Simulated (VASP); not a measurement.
# Cs2SnI6 (Fm-3m) in VASP: notebook, part 2 of 2

VASP 6.6.1.

**3. Relaxation of cell and atoms, LDA**

This run uses another cell than the first one, of 40.04 Å³/atom, 0.917 times its volume.

Contents of INCAR:

```
PREC     = Accurate       # precision mode
ENCUT    = 600            # plane-wave cutoff, eV
EDIFF    = 1E-7           # SCF threshold, eV
ISMEAR   = 0              # smearing method
SIGMA    = 0.03           # smearing width, eV
LREAL    = False          # projectors in reciprocal space
LASPH    = True           # aspherical terms in the spheres
NELM     = 80             # most SCF steps
ALGO     = Normal         # electronic algorithm
ISIF     = 3              # what is computed and relaxed
LWAVE    = False          # write WAVECAR
LCHARG   = False          # write CHGCAR
IBRION   = 2              # ionic algorithm
NSW      = 90             # ionic steps
EDIFFG   = -0.005         # ionic threshold
KPAR     = 2
```

Contents of KPOINTS:

```
regular mesh
0
Gamma
  6 6 6
```

Contents of POSCAR:

```
Cs2SnI6                                 
1.0
    0.0000000000      5.6480890754      5.6480890754
    5.6480890754      0.0000000000      5.6480890754
    5.6480890754      5.6480890754     -0.0000000000
  Cs              Sn              I             
     2     1     6
Direct
     0.2500000000000000    0.2500000000000000    0.2500000000000000
     0.7500000000000000    0.7500000000000000    0.7500000000000000
     0.0000000000000000    0.0000000000000000    0.0000000000000000
     0.7479410438730387    0.2520589561269613    0.2520589561269613
     0.2520589561269613    0.7479410438730387    0.2520589561269613
     0.2520589561269613    0.7479410438730387    0.7479410438730387
     0.7479410438730387    0.2520589561269613    0.7479410438730387
     0.2520589561269613    0.2520589561269613    0.7479410438730387
     0.7479410438730387    0.7479410438730387    0.2520589561269613
```

Potentials or basis: VASP PAW LDA potentials, release 64 (Cs_sv, Sn_d, I).

The run is started by

```sh
> cat potpaw_LDA.64/Cs_sv/POTCAR potpaw_LDA.64/Sn_d/POTCAR potpaw_LDA.64/I/POTCAR > POTCAR
> mpirun -np 2 vasp_std > vasp.out
```

OUTCAR:

```text
PREC = Accurate
   ENCUT = 600
   EDIFF = 1E-7
   ISMEAR = 0
   LREAL = False
   LASPH = True
   NELM = 80
   ISIF = 3
   IBRION = 2
   NSW = 90
   EDIFFG = -0.005

 ion  position               nearest neighbor table
   1  0.250  0.250  0.250-
   2  0.750  0.750  0.750-
   3  0.000  0.000  0.000-   4 2.85   5 2.85   6 2.85   7 2.85   8 2.85   9 2.85
   4  0.748  0.252  0.252-   3 2.85
   5  0.252  0.748  0.252-   3 2.85
   6  0.252  0.748  0.748-   3 2.85
   7  0.748  0.252  0.748-   3 2.85
   8  0.252  0.252  0.748-   3 2.85
   9  0.748  0.748  0.252-   3 2.85

[... 1010 lines left out ...]
  in kB       -0.0442065     -0.0442065     -0.0442065     -0.0000000     -0.0000000     -0.0000000
  external PRESSURE =      -0.0442065 kB  Pullay stress =       0.0000000 kB

 VOLUME and BASIS-vectors are now :
 -----------------------------------------------------------------------------
  energy-cutoff  :      600.00
  volume of cell :      360.30
      direct lattice vectors                 reciprocal lattice vectors
    -0.000000000  5.647786942  5.647786942    -0.088530252  0.088530252  0.088530252
     5.647786942 -0.000000000  5.647786942     0.088530252 -0.088530252  0.088530252
     5.647786942  5.647786942  0.000000000     0.088530252  0.088530252 -0.088530252

 POSITION                                       TOTAL-FORCE (eV/Angst)
 -----------------------------------------------------------------------------------
      2.82389      2.82389      2.82389        -0.000000      0.000000     -0.000000
      8.47168      8.47168      8.47168        -0.000000     -0.000000     -0.000000
      5.64779     11.29557      5.64779        -0.000000      0.000000     -0.000000
      2.84743      5.64779      5.64779         0.004408      0.000000     -0.000000
      5.64779      2.84743      5.64779        -0.000000      0.004408     -0.000000
      8.44815      5.64779      5.64779        -0.004408      0.000000     -0.000000
      5.64779      8.44815      5.64779        -0.000000     -0.004408     -0.000000
      5.64779      5.64779      2.84743        -0.000000      0.000000      0.004408
      5.64779      5.64779      8.44815        -0.000000      0.000000     -0.004408
 -----------------------------------------------------------------------------------
    total drift:                               -0.000000     -0.000000      0.000000

  FREE ENERGIE OF THE ION-ELECTRON SYSTEM (eV)
  ---------------------------------------------------
  free  energy   TOTEN  =       -26.8927324231 eV

  energy  without entropy=      -26.8923935665  energy(sigma->0) =      -26.89256299

 reached required accuracy - stopping structural energy minimisation
```

It took 4.3 min on 2 MPI ranks of Intel Xeon Platinum 8259CL at 2.50GHz (Skylake/Cascade Lake), shared host; peak memory 0.6 GiB.

What came out:

```
Free energy                            : -26.8927 eV
Relaxed volume                         : 40.03 Å³/atom
Relaxed cell                           : a = 7.987 Å, b = 7.987 Å, c = 7.987 Å, α = 60.00°, β = 60.00°, γ = 60.00°
Space group after relaxing (to 0.05 Å) : Fm-3m (No. 225)
Energy gained by relaxing              : 0.0 meV/atom
Ionic steps                            : 2
Pressure after relaxing                : 0.0 GPa
Largest force after relaxing           : 0.004 eV/Å
Band gap on the k mesh                 : none (metal or under the smearing width)
```

Forces in eV/Å, atoms in the order of the input:
```
Cs   0.000  0.000  0.000
Cs   0.000  0.000  0.000
Sn   0.000  0.000  0.000
I    0.004  0.000  0.000
I    0.000  0.004  0.000
I   -0.004  0.000  0.000
I    0.000 -0.004  0.000
I    0.000  0.000  0.004
I    0.000  0.000 -0.004
```

Final structure:
```
Cs Sn I
1.0
     0.00000    5.64779    5.64779
     5.64779    0.00000    5.64779
     5.64779    5.64779    0.00000
Cs Sn I
2 1 6
Direct
  0.25000 0.25000 0.25000
  0.75000 0.75000 0.75000
  0.00000 0.00000 0.00000
  0.74792 0.25208 0.25208
  0.25208 0.74792 0.25208
  0.25208 0.74792 0.74792
  0.74792 0.25208 0.74792
  0.25208 0.25208 0.74792
  0.74792 0.74792 0.25208
```

Levels at points of the mesh, in eV from the Fermi level:
```tsv
k point	band 35	band 36	band 37	band 38	band 39	band 40
(0.00, 0.00, 0.00)	-0.38	-0.02	-0.02	-0.02	3.72	3.72
(0.50, 0.00, 0.00)	-0.50	-0.35	-0.35	0.88	3.08	4.96
(0.50, 0.50, 0.00)	-0.85	-0.67	-0.06	1.37	4.30	4.30
```

**4. Relaxation of cell and atoms, PBEsol**

Contents of INCAR:

```
SYSTEM = Cs2SnI6
ALGO     = Normal         ! electronic algorithm
EDIFF    = 1E-6           ! SCF threshold, eV
EDIFFG   = -0.01          ! ionic threshold
ENCUT    = 600            ! plane-wave cutoff, eV
GGA      = PS             ! functional
IBRION   = 2              ! ionic algorithm
ISIF     = 3              ! what is computed and relaxed
ISMEAR   = 0              ! smearing method
KPAR     = 2            
LASPH    = .True.         ! aspherical terms in the spheres
LCHARG   = .False.        ! write CHGCAR
LREAL    = .False.        ! projectors in reciprocal space
LWAVE    = .False.        ! write WAVECAR
NELM     = 80             ! most SCF steps
NSW      = 90             ! ionic steps
PREC     = Accurate       ! precision mode
SIGMA    = 0.03           ! smearing width, eV
```

Contents of KPOINTS:

```
k-points
0
Gamma
  6 6 6
  0 0 0
```

Contents of POSCAR:

```
Cs2SnI6
1.0
    0.0000000000      5.8138000000      5.8138000000
    5.8138000000      0.0000000000      5.8138000000
    5.8138000000      5.8138000000      0.0000000000
Cs Sn I
2 1 6
Direct
    0.2500000000      0.2500000000      0.2500000000
    0.7500000000      0.7500000000      0.7500000000
    0.0000000000      0.0000000000      0.0000000000
    0.7546400000      0.2453600000      0.2453600000
    0.2453600000      0.7546400000      0.2453600000
    0.2453600000      0.7546400000      0.7546400000
    0.7546400000      0.2453600000      0.7546400000
    0.2453600000      0.2453600000      0.7546400000
    0.7546400000      0.7546400000      0.2453600000
```

Potentials or basis: VASP PAW PBE potentials, release 64 (Cs_sv, Sn_d, I).

The run is started by

```sh
> cat potpaw_PBE.64/Cs_sv/POTCAR potpaw_PBE.64/Sn_d/POTCAR potpaw_PBE.64/I/POTCAR > POTCAR
> mpirun -np 2 vasp_std > vasp.out
```

Wall time 13 min (2 MPI ranks of Intel Xeon Platinum 8488C (Sapphire Rapids), shared host); peak memory 0.95 GiB.

The run converged. Its results:

| Quantity | Value |
| --- | --- |
| Free energy | -24.8795 eV |
| Relaxed volume | 43.08 Å³/atom |
| Relaxed cell | a = 8.185 Å, b = 8.185 Å, c = 8.185 Å, α = 60.00°, β = 60.00°, γ = 60.00° |
| Space group after relaxing (to 0.05 Å) | Fm-3m (No. 225) |
| Energy gained by relaxing | 1.3 meV/atom |
| Ionic steps | 5 |
| Pressure after relaxing | 0.0 GPa |
| Largest force after relaxing | 0.006 eV/Å |
| Band gap on the k mesh | none (metal or under the smearing width) |

Forces on the atoms (eV/Å):
```
Cs   0.000  0.000  0.000
Cs   0.000  0.000  0.000
Sn   0.000  0.000  0.000
I    0.006  0.000  0.000
I    0.000  0.006  0.000
I   -0.006  0.000  0.000
I    0.000 -0.006  0.000
I    0.000  0.000  0.006
I    0.000  0.000 -0.006
```

The path:
```tsv
step	energy change (eV)	largest force (eV/Å)	pressure (GPa)	volume (Å³)
1	0.0000	0.1348	0.10	393.02
2	-0.0041	0.0686	-0.07	394.55
3	-0.0045	0.0373	-0.15	395.33
4	-0.0073	0.0311	-0.12	393.42
5	-0.0117	0.0061	-0.03	387.73
```

Final structure:
```
Cs Sn I
1.0
     0.00000    5.78760    5.78760
     5.78760    0.00000    5.78760
     5.78760    5.78760    0.00000
Cs Sn I
2 1 6
Cartesian
  2.8938 2.8938 2.8938
  8.6814 8.6814 8.6814
  0.0000 0.0000 0.0000
  2.8705 5.7876 5.7876
  5.7876 2.8705 5.7876
  8.7047 5.7876 5.7876
  5.7876 8.7047 5.7876
  5.7876 5.7876 2.8705
  5.7876 5.7876 8.7047
```

Levels at points of the mesh, in eV from the Fermi level:
```
           k point  band 35  band 36  band 37  band 38  band 39  band 40
(0.00, 0.00, 0.00)    -0.09    -0.02    -0.02    -0.02     3.84     3.84
(0.50, 0.00, 0.00)    -0.44    -0.32    -0.32     0.98     3.28     5.00
(0.50, 0.50, 0.00)    -0.75    -0.65    -0.05     1.36     4.38     4.38
```

Caveat: the PAW data sets were made with another functional, which shifts forces and pressure a little. Spin-orbit coupling is left out, which matters for the levels of Cs, I.
